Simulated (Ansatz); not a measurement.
Run on Si (hcp type): DFT, PBEsol, PAW with Ansatz's default frozen-core files, scalar-relativistic (Ansatz 0.2.0). This run: cell relaxed at zero pressure.

The start is a guessed cell of a prototype that needn't be stable.

Command: `ansatz run input.yaml --threads 1 --pin off --max-ram 2048MiB --backend cpu --events-out ev --progress --plain --runs-dir out` It took 13 s on 1 thread of Arm Neoverse V1, on a shared host, peak memory 0.32 GiB.

```yaml
crystal:
  lattice:
    - [2.8359687699, 0.0, 0.0]
    - [-1.417984385, 2.4560209991, 0.0]
    - [0.0, 0.0, 4.5942694073]
  atoms:
    - { symbol: Si, position: [0.3333333333, 0.6666666667, 0.25] }
    - { symbol: Si, position: [0.6666666667, 0.3333333333, 0.75] }
kpoints:
  mp_grid: { grid: [17, 17, 9] }
scf:
  occupations: { method: fermi_dirac, width: 0.08 }
hamiltonian:
  xc: pbesol
  pseudopotentials: { kind: paw }
output:
  forces: true
  stress: true
relax:
  f_tol: 0.005
  max_steps: 40
  cell: {}
```

Output:

```
Engine: ansatz 0.2.0
Pseudopotentials: kind: paw
Pseudopotential: Si, paw, valence charge 4, recommended cutoff 420 eV (normal), Si.paw.azcp
Functional definition: PBEsol
  exchange = pbesol_x
  correlation = pbesol_c
Crystal: 2 atoms, lattice volume = 32.000 Å³
Basis set: ecut = 420 eV, 615 PW (Γ), exchange–correlation on 40×40×64 points (8 copies of the dense FFT grid, shifted against one another)
Bands: 8, of which v1, the nominal top of the filled ones, is band 4 counted from 1 (3 counted from 0)
Symmetry: 24 space group operations
Space group: P63/mmc (ITA 194), of the structure as read, at distance tolerance 3.2e-5 Å
k-points: 165 of 2601
Non-local potential: Si, projectors of the file, l = 0: 2, l = 1: 2, l = 2: 2
PAW form: soft (Blöchl's): semilocal exchange-correlation on the pseudo side does not see the compensation charge
PAW frozen core: Si, regenerated for the run's functional, and the local potential with it (the file was generated under x = pbe(κ = 0.804, μ = 0.2195149727645171), c = pbe(β = 0.06672455060314922))
PAW one-centre angular grid: Si, 110 points (default); XC on 64 Gauss nodes
Initial density: superposition of atomic densities (neutral atoms: chi_scale 0, normalization atom), corrected by the library's trained network
Initial wavefunctions: pseudopotential atomic-orbital guess
Functional: x = pbesol(κ = 0.804, μ = 0.12345679012345678), c = pbesol(β = 0.046)
SCF iter   1: F=—  HF=-1242.104900 eV  |F-HF|=—  |Δ(HF+E_count)|=         —  Δρ=2.35e-3  dr2=9.39e-4  ethr=1.77e-3  ⟨swp⟩=5.1  Hψ=10290  notcnv=0
preconditioner: auto → none  [metal: Δε(μ)=0.007 eV  Ē_g=9.334 eV  σ=0.080 eV  W_gap=0.02  n_scr=2 (ndim 8)  ℏωp=18.6 eV  f_vac=0.000  D(μ)=0.89/eV (n_scr^D=2)  sad-step TF]
SCF iter   2: F=—  HF=-1242.104906 eV  |F-HF|=—  |Δ(HF+E_count)|=   5.94e-6  Δρ=1.42e-3  dr2=3.61e-4  ethr=1.17e-5  ⟨swp⟩=1.6  Hψ=2767  notcnv=0
SCF iter   3: F=—  HF=-1242.104925 eV  |F-HF|=—  |Δ(HF+E_count)|=   1.90e-5  Δρ=7.13e-5  dr2=1.04e-6  ethr=4.51e-6  ⟨swp⟩=1.0  Hψ=1300  notcnv=0
SCF iter   4: F=—  HF=-1242.104924 eV  |F-HF|=—  |Δ(HF+E_count)|=   1.00e-6  Δρ=1.32e-5  dr2=1.93e-8  ethr=1.30e-8  ⟨swp⟩=2.4  Hψ=1902  notcnv=0
iter 5 did not close the SCF: its close was put off for the readings that it lacked (scf_convergence_deferred on its scf_iter line)
SCF iter   5: F=-1242.104924 eV  HF=-1242.104924 eV  |F-HF|=1.35e-10  |Δ(HF+E_count)|=   4.70e-8  Δρ=1.51e-6  dr2=6.62e-10  ethr=2.42e-10  ⟨swp⟩=2.6  Hψ=1955  notcnv=0
SCF iter   6: F=-1242.104924 eV  HF=-1242.104924 eV  |F-HF|=1.66e-11  |Δ(HF+E_count)|=  8.66e-11  Δρ=2.77e-7  dr2=2.84e-11  ethr=8.27e-12  ⟨swp⟩=1.0  Hψ=3914  notcnv=0
SCF 1 converged in 6 iterations: F = -1242.104924 eV  dr2 = 2.84e-11
  greatest PAW one-centre occupation: 0.688 electrons in one spin orbital (limit 2), on the Si atom at site 1 (counted from 0), in its partial waves of l = 0
relax step   1: F+E_penalty+E_count = -1242.10492404 eV  Δ(F+E_penalty+E_count) = +0.000e0 eV  max|allowed force component| = 2.868e-16 eV/Å  Δτ_max = 0.0000 Å  P = -9.637 GPa  Ω = 32.000 Å³  (6 SCF iters, dr2 threshold 1.00e-7 eV, accepted)
Crystal: 2 atoms, lattice volume = 28.022 Å³
Basis set: ecut = 420 eV, 549 PW (Γ), exchange–correlation on 40×40×64 points (8 copies of the dense FFT grid, shifted against one another)
Initial density: handed on by an earlier stage of this run
Initial wavefunctions: those handed on with the density
iter 1 solved again at ethr=4.68e-5 eV; its pass at ethr=3.10e-3 eV (dr2=3.74e-3 eV) is discarded
SCF iter   1: F=—  HF=-1242.249694 eV  |F-HF|=—  |Δ(HF+E_count)|=         —  Δρ=3.88e-3  dr2=3.66e-3  ethr=4.68e-5  ⟨swp⟩=1.0  Hψ=12782  notcnv=0
preconditioner: auto → none  [metal: Δε(μ)=0.039 eV  Ē_g=10.245 eV  σ=0.080 eV  W_gap=0.12  n_scr=2 (ndim 8)  ℏωp=19.8 eV  f_vac=0.000  D(μ)=0.82/eV (n_scr^D=2)]
SCF iter   2: F=—  HF=-1242.248127 eV  |F-HF|=—  |Δ(HF+E_count)|=   1.57e-3  Δρ=1.71e-3  dr2=6.78e-4  ethr=4.58e-5  ⟨swp⟩=1.0  Hψ=1320  notcnv=0
SCF iter   3: F=—  HF=-1242.247784 eV  |F-HF|=—  |Δ(HF+E_count)|=   3.43e-4  Δρ=9.06e-5  dr2=1.21e-6  ethr=8.48e-6  ⟨swp⟩=2.1  Hψ=1960  notcnv=0
SCF iter   4: F=—  HF=-1242.247776 eV  |F-HF|=—  |Δ(HF+E_count)|=   8.06e-6  Δρ=6.66e-6  dr2=5.90e-9  ethr=1.51e-8  ⟨swp⟩=2.2  Hψ=2030  notcnv=0
iter 5 did not close the SCF: its close was put off for the readings that it lacked (scf_convergence_deferred on its scf_iter line)
SCF iter   5: F=-1242.247776 eV  HF=-1242.247776 eV  |F-HF|=1.14e-11  |Δ(HF+E_count)|=   1.75e-9  Δρ=9.15e-7  dr2=9.68e-11  ethr=7.37e-11  ⟨swp⟩=1.8  Hψ=1786  notcnv=0
SCF iter   6: F=-1242.247776 eV  HF=-1242.247776 eV  |F-HF|=0.00e0  |Δ(HF+E_count)|=  1.71e-11  Δρ=7.07e-8  dr2=5.08e-13  ethr=1.21e-12  ⟨swp⟩=1.0  Hψ=3711  notcnv=0
SCF 2 converged in 6 iterations: F = -1242.247776 eV  dr2 = 5.08e-13
  greatest PAW one-centre occupation: 0.675 electrons in one spin orbital (limit 2), on the Si atom at site 1 (counted from 0), in its partial waves of l = 0
relax step   2: F+E_penalty+E_count = -1242.24777589 eV  Δ(F+E_penalty+E_count) = -1.429e-1 eV  max|allowed force component| = 2.776e-16 eV/Å  Δτ_max = 0.0000 Å  P = -0.369 GPa  Ω = 28.022 Å³  energy of the carried Pulay correction = +8.759e-4 eV  (6 SCF iters, dr2 threshold 2.00e-7 eV, accepted)
Crystal: 2 atoms, lattice volume = 27.882 Å³
iter 1 solved again at ethr=1.12e-7 eV; its pass at ethr=3.10e-3 eV (dr2=8.98e-6 eV) is discarded
SCF iter   1: F=—  HF=-1242.247956 eV  |F-HF|=—  |Δ(HF+E_count)|=         —  Δρ=1.91e-4  dr2=9.29e-6  ethr=1.12e-7  ⟨swp⟩=2.4  Hψ=11009  notcnv=0
preconditioner: auto → none  [metal: Δε(μ)=0.022 eV  Ē_g=10.274 eV  σ=0.080 eV  W_gap=0.07  n_scr=2 (ndim 8)  ℏωp=19.9 eV  f_vac=0.000  D(μ)=0.83/eV (n_scr^D=2)]
SCF iter   2: F=—  HF=-1242.247941 eV  |F-HF|=—  |Δ(HF+E_count)|=   1.44e-5  Δρ=8.07e-5  dr2=1.55e-6  ethr=1.12e-7  ⟨swp⟩=1.0  Hψ=1320  notcnv=0
iter 3 did not close the SCF: its close was put off for the readings that it lacked (scf_convergence_deferred on its scf_iter line)
SCF iter   3: F=-1242.247941 eV  HF=-1242.247941 eV  |F-HF|=6.71e-11  |Δ(HF+E_count)|=   7.79e-7  Δρ=5.72e-6  dr2=5.13e-9  ethr=1.94e-8  ⟨swp⟩=2.0  Hψ=1953  notcnv=0
iter 4 did not close the SCF: its close was put off for the readings that it lacked (scf_convergence_deferred on its scf_iter line)
SCF iter   4: F=-1242.247941 eV  HF=-1242.247941 eV  |F-HF|=2.61e-11  |Δ(HF+E_count)|=  4.41e-10  Δρ=5.26e-7  dr2=6.21e-11  ethr=6.42e-11  ⟨swp⟩=2.2  Hψ=2011  notcnv=0
[... lines left out ...]
relax step   4: F+E_penalty+E_count = -1242.24794474 eV  Δ(F+E_penalty+E_count) = -4.143e-6 eV  max|allowed force component| = 1.203e-16 eV/Å  Δτ_max = 0.0000 Å  P = +0.005 GPa  Ω = 27.912 Å³  energy of the carried Pulay correction = +9.018e-4 eV  (7 SCF iters, accepted)
Basis set: ecut = 420 eV, 549 PW (Γ), exchange–correlation on 36×36×60 points (8 copies of the dense FFT grid, shifted against one another)
Initial wavefunctions: pseudopotential atomic-orbital guess (no wavefunctions were taken with the density)
iter 1 solved again at ethr=2.44e-9 eV; its pass at ethr=3.10e-3 eV (dr2=1.95e-7 eV) is discarded
SCF iter   1: F=—  HF=-1242.247566 eV  |F-HF|=—  |Δ(HF+E_count)|=         —  Δρ=5.53e-5  dr2=6.16e-8  ethr=2.44e-9  ⟨swp⟩=3.2  Hψ=14756  notcnv=0
SCF iter   2: F=—  HF=-1242.247543 eV  |F-HF|=—  |Δ(HF+E_count)|=   2.35e-5  Δρ=2.77e-5  dr2=1.57e-8  ethr=7.69e-10  ⟨swp⟩=2.7  Hψ=2021  notcnv=0
SCF iter   3: F=—  HF=-1242.247543 eV  |F-HF|=—  |Δ(HF+E_count)|=   8.06e-8  Δρ=9.76e-7  dr2=1.83e-10  ethr=1.96e-10  ⟨swp⟩=2.0  Hψ=1964  notcnv=0
SCF iter   4: F=—  HF=-1242.247543 eV  |F-HF|=—  |Δ(HF+E_count)|=  3.12e-11  Δρ=3.66e-7  dr2=2.22e-11  ethr=2.28e-12  ⟨swp⟩=1.0  Hψ=1325  notcnv=0
iter 5 did not close the SCF: its close was put off for the readings that it lacked (scf_convergence_deferred on its scf_iter line)
SCF iter   5: F=-1242.247543 eV  HF=-1242.247543 eV  |F-HF|=0.00e0  |Δ(HF+E_count)|=  2.50e-12  Δρ=1.45e-8  dr2=1.72e-14  ethr=1.00e-12  ⟨swp⟩=1.0  Hψ=1320  notcnv=0
SCF iter   6: F=-1242.247543 eV  HF=-1242.247543 eV  |F-HF|=9.09e-13  |Δ(HF+E_count)|=  4.55e-13  Δρ=6.60e-9  dr2=6.43e-15  ethr=1.00e-12  ⟨swp⟩=3.0  Hψ=4620  notcnv=0
SCF 5 converged in 6 iterations: F = -1242.247543 eV  dr2 = 6.43e-15
relax step   5: F+E_penalty+E_count = -1242.24754269 eV  Δ(F+E_penalty+E_count) = +4.020e-4 eV  max|allowed force component| = 1.203e-16 eV/Å  Δτ_max = 0.0000 Å  P = -0.030 GPa  Ω = 27.912 Å³  stress off target by 4.36e-2 GPa  SCF on the basis re-selected at this cell (its energy is not comparable with the rows above)  (6 SCF iters)
basis re-selected at this cell: Δ(F+E_penalty+E_count) = +4.020e-4 eV, ΔP = -0.035 GPa vs the last step (what re-selecting the basis moved, of the pressure what is left beyond the Pulay correction that the steps carried, after the strain that the cell walked since its last selection, with what the two solves' SCF thresholds leave and, on support functions, any second-order correction that the steps lacked; it is no measure of the basis error at this ecutwfc). The dense FFT grid was sized anew with the basis: this SCF ran on 18×18×30 points, the steps before it on 20×20×32, so part of this shift can come from that change (see relax.cell in the input reference). This SCF's stress stands 4.36e-2 GPa from its target on what of the cell is left free (relax.cell.stress_tol is 5.00e-2 GPa) and its largest allowed force component is 1.20e-16 eV/Å (relax.f_tol is 5.00e-3 eV/Å): within both
SCF converged after 6 iterations
Free energy (F): -1242.247543 eV
Harris-Foulkes:  -1242.247543 eV  (|F-HF|=9.09e-13)
Internal energy: -1242.230500 eV  (E = F + TS)
E sigma→0 (E₀):  -1242.239021 eV
Entropy (-TS):   -0.017043 eV (-8.521 meV/atom)
Fermi energy:    11.186696 eV
--- Per-component energies (eV) ---
  E_band       = 42.664363
  E_kinetic    = 83.546361
  E_local      = 7.675678  (includes V_loc(G=0)·N_el)
  E_nonlocal   = 50.748882
  E_hartree    = 0.727756
  E_xc         = -111.952247
  E_vxc        = -96.948314  (∫ρ·V_xc dr)
  E_paw        = -996.663682  (= ΣΔE_a)
  E_vpaw       = -3.813771  (= ΣTr[D̂ρ^β])
  E_aug_tail   = 0.000014  (compensation charges beyond the density's cutoff)
  E_ewald      = -276.376384
  E_core_change = 0.063121  (= ΣΔE_core)
  E_smearing   = -0.017043  (= −TS)
  E_closure    = 0.000000  (closes the sum)
  Σ components = -1242.247543   (vs F -1242.247543, Δ=0.00e0)
--- Forces (eV/Å), atoms counted from 1 ---
  atom   1  Si    -0.00000000    -0.00000000     0.00000000
  atom   2  Si     0.00000000     0.00000000    -0.00000000
  max |Σ_I F_I| component: 1.85e-17 eV/Å
--- Stress (GPa, compression-positive) ---
       -0.043595      -0.000000       0.000000
       -0.000000      -0.043595       0.000000
        0.000000       0.000000      -0.002830
  P = ⅓ Tr σ = -0.0300 GPa (-0.300 kbar)
--- Relaxed structure (4 steps of the walk, 4 accepted, 1 SCFs on fresh bases) ---
  F+E_penalty+E_count = -1242.24754269 eV   max|allowed force component| = 1.203e-16 eV/Å   (the final SCF, on the basis selected at the relaxed cell)
  cell:  # Å, volume = 27.9122 Å³
    - [2.692647600487413, 2.740866219086797e-11, -4.353108188721775e-18]
    - [-1.3463238002674431, 2.331901225447608, 2.1765540943992738e-18]
    - [-7.052035265785255e-18, 2.2296170241623827e-32, 4.445335181033432]
  atoms:
    - { symbol: Si, position: [0.33333333333333326, 0.6666666666666666, 0.25] }
    - { symbol: Si, position: [0.6666666666666667, 0.3333333333333333, 0.7499999999999999] }
```

Next run (the series' base cell), as changes to the input before:

```diff
   lattice:
-    - [2.8359687699, 0.0, 0.0]
-    - [-1.417984385, 2.4560209991, 0.0]
-    - [0.0, 0.0, 4.5942694073]
+    - [2.6926476005, 0.0, 0.0]
+    - [-1.3463238003, 2.3319012254, 0.0]
+    - [0.0, 0.0, 4.445335181]
   atoms:
   mp_grid: { grid: [17, 17, 9] }
+  band_path:
+    path:
+      - [0.0, 0.0, 0.0]
+      - [0.5, 0.0, 0.0]
+      - [0.3333333333, 0.3333333333, 0.0]
+      - [0.0, 0.0, 0.0]
+      - [0.0, 0.0, 0.5]
+      - [0.5, 0.0, 0.5]
+      - [0.3333333333, 0.3333333333, 0.5]
+      - [0.0, 0.0, 0.5]
+      - [0.5, 0.0, 0.5]
+    npoints: 8
 scf:
   stress: true
-relax:
-  f_tol: 0.005
-  max_steps: 40
-  cell: {}
+  eigenvalues: true
+  populations: true
+  dos: { projected: true, de: 0.2, e_range: [-14, 8] }
```

Command: `ansatz run input.yaml --threads 1 --pin off --max-ram 2048MiB --backend cpu --events-out ev --progress --plain --runs-dir out` It took 3.7 s on 1 thread of Arm Neoverse V1, with other jobs on the host, peak memory 0.3 GiB.

Results part of the output:

```
SCF 1 converged in 6 iterations: F = -1242.247543 eV  dr2 = 6.52e-13
  greatest PAW one-centre occupation: 0.674 electrons in one spin orbital (limit 2), on the Si atom at site 1 (counted from 0), in its partial waves of l = 0
NSCF: frozen V_eff on 65 k-points
SCF converged after 6 iterations
Free energy (F): -1242.247543 eV
Harris-Foulkes:  -1242.247543 eV  (|F-HF|=0.00e0)
Internal energy: -1242.230500 eV  (E = F + TS)
E sigma→0 (E₀):  -1242.239021 eV
Entropy (-TS):   -0.017043 eV (-8.521 meV/atom)
Fermi energy:    11.186696 eV
--- Per-component energies (eV) ---
  E_band       = 42.664364
  E_kinetic    = 83.546360
  E_local      = 7.675680  (includes V_loc(G=0)·N_el)
  E_nonlocal   = 50.748881
  E_hartree    = 0.727756
  E_xc         = -111.952246
  E_vxc        = -96.948314  (∫ρ·V_xc dr)
  E_paw        = -996.663682  (= ΣΔE_a)
  E_vpaw       = -3.813770  (= ΣTr[D̂ρ^β])
  E_aug_tail   = 0.000014  (compensation charges beyond the density's cutoff)
  E_ewald      = -276.376384
  E_core_change = 0.063121  (= ΣΔE_core)
  E_smearing   = -0.017043  (= −TS)
  E_closure    = 0.000000  (closes the sum)
  Σ components = -1242.247543   (vs F -1242.247543, Δ=0.00e0)
--- Forces (eV/Å), atoms counted from 1 ---
  atom   1  Si    -0.00000000    -0.00000000     0.00000000
  atom   2  Si    -0.00000000     0.00000000     0.00000000
  max |Σ_I F_I| component: 1.11e-16 eV/Å
--- Stress (GPa, compression-positive) ---
       -0.043593       0.000000       0.000000
        0.000000      -0.043593       0.000000
        0.000000       0.000000      -0.002829
  P = ⅓ Tr σ = -0.0300 GPa (-0.300 kbar)
--- Band table (eV; the first three rows and the last of 165) ---
  k-point 0: bands = ["-3.6180", "3.3049", "3.9311", "19.7402", "19.7402", "21.1064", "21.1064", "22.6095"]
  k-point 1: bands = ["-3.5272", "2.0910", "5.3074", "19.8136", "19.8136", "20.4830", "21.1770", "21.1770"]
  k-point 2: bands = ["-3.2551", "0.7766", "7.1083", "18.1327", "20.0327", "20.0327", "21.3759", "21.3759"]
  k-point 164: bands = ["5.7255", "6.1344", "6.6030", "7.0110", "7.6805", "8.4271", "18.0888", "18.4814"]
--- Löwdin populations: 2 sites ---
  site symbol       q [e]
     0     Si      3.8990
     1     Si      3.8990
  spilling = 0.025249 (of n_electrons = 8.000000)
```

Next run (shape and atoms relaxed at 0.9 of the base cell's volume), as changes to the input before:

```diff
   lattice:
-    - [2.6926476005, 0.0, 0.0]
-    - [-1.3463238003, 2.3319012254, 0.0]
-    - [0.0, 0.0, 4.445335181]
+    - [2.5997226748, 0.0, 0.0]
+    - [-1.2998613374, 2.2514258791, 0.0]
+    - [0.0, 0.0, 4.2919239283]
   atoms:
   mp_grid: { grid: [17, 17, 9] }
-  band_path:
-    path:
-      - [0.0, 0.0, 0.0]
-      - [0.5, 0.0, 0.0]
-      - [0.3333333333, 0.3333333333, 0.0]
-      - [0.0, 0.0, 0.0]
-      - [0.0, 0.0, 0.5]
-      - [0.5, 0.0, 0.5]
-      - [0.3333333333, 0.3333333333, 0.5]
-      - [0.0, 0.0, 0.5]
-      - [0.5, 0.0, 0.5]
-    npoints: 8
 scf:
   stress: true
-  eigenvalues: true
-  populations: true
-  dos: { projected: true, de: 0.2, e_range: [-14, 8] }
+relax:
+  f_tol: 0.005
+  max_steps: 30
+  cell: { stress_tol: 0.05, fix: [volume] }
```

Results part of the output:

```
basis re-selected at this cell: Δ(F+E_penalty+E_count) = -4.105e-7 eV, ΔP = +0.000 GPa vs the last step (what re-selecting the basis moved, of the pressure what is left beyond the Pulay correction that the steps carried, after the strain that the cell walked since its last selection, with what the two solves' SCF thresholds leave and, on support functions, any second-order correction that the steps lacked; it is no measure of the basis error at this ecutwfc). This SCF's stress stands 8.25e-3 GPa from its target on what of the cell is left free (relax.cell.stress_tol is 5.00e-2 GPa) and its largest allowed force component is 1.48e-16 eV/Å (relax.f_tol is 5.00e-3 eV/Å): within both
SCF converged after 8 iterations
Free energy (F): -1242.146929 eV
Harris-Foulkes:  -1242.146929 eV  (|F-HF|=0.00e0)
Internal energy: -1242.132287 eV  (E = F + TS)
E sigma→0 (E₀):  -1242.139608 eV
Entropy (-TS):   -0.014642 eV (-7.321 meV/atom)
Fermi energy:    12.735330 eV
--- Per-component energies (eV) ---
  E_band       = 51.852759
  E_kinetic    = 88.554473
  E_local      = 14.806460  (includes V_loc(G=0)·N_el)
  E_nonlocal   = 51.137112
  E_hartree    = 0.508132
  E_xc         = -113.886958
  E_vxc        = -99.484886  (∫ρ·V_xc dr)
  E_paw        = -997.058118  (= ΣΔE_a)
  E_vpaw       = -4.176675  (= ΣTr[D̂ρ^β])
  E_aug_tail   = 0.000012  (compensation charges beyond the density's cutoff)
  E_ewald      = -286.256520
  E_core_change = 0.063121  (= ΣΔE_core)
  E_smearing   = -0.014642  (= −TS)
  E_closure    = 0.000000  (closes the sum)
  Σ components = -1242.146929   (vs F -1242.146929, Δ=0.00e0)
--- Forces (eV/Å), atoms counted from 1 ---
  atom   1  Si     0.00000000    -0.00000000     0.00000000
  atom   2  Si     0.00000000     0.00000000     0.00000000
  max |Σ_I F_I| component: 0.00e0 eV/Å
--- Stress (GPa, compression-positive) ---
       12.739042       0.000000       0.000000
        0.000000      12.739042       0.000000
        0.000000       0.000000      12.751414
  P = ⅓ Tr σ = 12.7432 GPa (127.432 kbar)
--- Relaxed structure (3 steps of the walk, 3 accepted, 1 SCFs on fresh bases) ---
  F+E_penalty+E_count = -1242.14692910 eV   max|allowed force component| = 1.480e-16 eV/Å   (the final SCF, on the basis selected at the relaxed cell)
  cell:  # Å, volume = 25.1210 Å³
    - [2.601358100872228, 0.0, 0.0]
    - [-1.300679050436114, 2.252842199695792, 0.0]
    - [0.0, 0.0, 4.286529116975005]
  atoms:
    - { symbol: Si, position: [0.3333333333333333, 0.6666666666666666, 0.25] }
    - { symbol: Si, position: [0.6666666666666666, 0.3333333333333333, 0.75] }
```

Next run (volume at 0.9 of the series' base cell), as changes to the input before:

```diff
   lattice:
-    - [2.5997226748, 0.0, 0.0]
-    - [-1.2998613374, 2.2514258791, 0.0]
-    - [0.0, 0.0, 4.2919239283]
+    - [2.6013581009, 0.0, 0.0]
+    - [-1.3006790504, 2.2528421997, 0.0]
+    - [0.0, 0.0, 4.286529117]
   atoms:
   stress: true
-relax:
-  f_tol: 0.005
-  max_steps: 30
-  cell: { stress_tol: 0.05, fix: [volume] }
+  eigenvalues: true
+  populations: true
```

Results part of the output:

```
SCF 1 converged in 6 iterations: F = -1242.146929 eV  dr2 = 1.25e-12
  greatest PAW one-centre occupation: 0.667 electrons in one spin orbital (limit 2), on the Si atom at site 1 (counted from 0), in its partial waves of l = 0
SCF converged after 6 iterations
Free energy (F): -1242.146929 eV
Harris-Foulkes:  -1242.146929 eV  (|F-HF|=2.27e-13)
Internal energy: -1242.132287 eV  (E = F + TS)
E sigma→0 (E₀):  -1242.139608 eV
Entropy (-TS):   -0.014642 eV (-7.321 meV/atom)
Fermi energy:    12.735331 eV
--- Per-component energies (eV) ---
  E_band       = 51.852760
  E_kinetic    = 88.554473
  E_local      = 14.806461  (includes V_loc(G=0)·N_el)
  E_nonlocal   = 51.137111
  E_hartree    = 0.508132
  E_xc         = -113.886958
  E_vxc        = -99.484886  (∫ρ·V_xc dr)
  E_paw        = -997.058118  (= ΣΔE_a)
  E_vpaw       = -4.176674  (= ΣTr[D̂ρ^β])
  E_aug_tail   = 0.000012  (compensation charges beyond the density's cutoff)
  E_ewald      = -286.256520
  E_core_change = 0.063121  (= ΣΔE_core)
  E_smearing   = -0.014642  (= −TS)
  E_closure    = 0.000000  (closes the sum)
  Σ components = -1242.146929   (vs F -1242.146929, Δ=0.00e0)
--- Forces (eV/Å), atoms counted from 1 ---
  atom   1  Si     0.00000000    -0.00000000     0.00000000
  atom   2  Si     0.00000000     0.00000000     0.00000000
  max |Σ_I F_I| component: 3.70e-17 eV/Å
--- Stress (GPa, compression-positive) ---
       12.739048       0.000000       0.000000
        0.000000      12.739048       0.000000
        0.000000       0.000000      12.751411
  P = ⅓ Tr σ = 12.7432 GPa (127.432 kbar)
--- Band table (eV; the first three rows and the last of 165) ---
  k-point 0: bands = ["-3.0979", "4.5497", "4.7744", "22.1284", "22.1284", "23.2371", "23.2371", "24.5646"]
  k-point 1: bands = ["-3.0002", "3.0551", "6.4424", "22.2080", "22.2080", "22.7144", "23.3227", "23.3227"]
  k-point 2: bands = ["-2.7074", "1.6314", "8.3849", "20.2063", "22.4459", "22.4459", "23.5767", "23.5767"]
  k-point 164: bands = ["6.8887", "7.1622", "7.9808", "8.3243", "9.0266", "9.7633", "20.4226", "20.8259"]
--- Löwdin populations: 2 sites ---
  site symbol       q [e]
     0     Si      3.8837
     1     Si      3.8837
  spilling = 0.029078 (of n_electrons = 8.000000)
```

The PAW files were made under PBE.
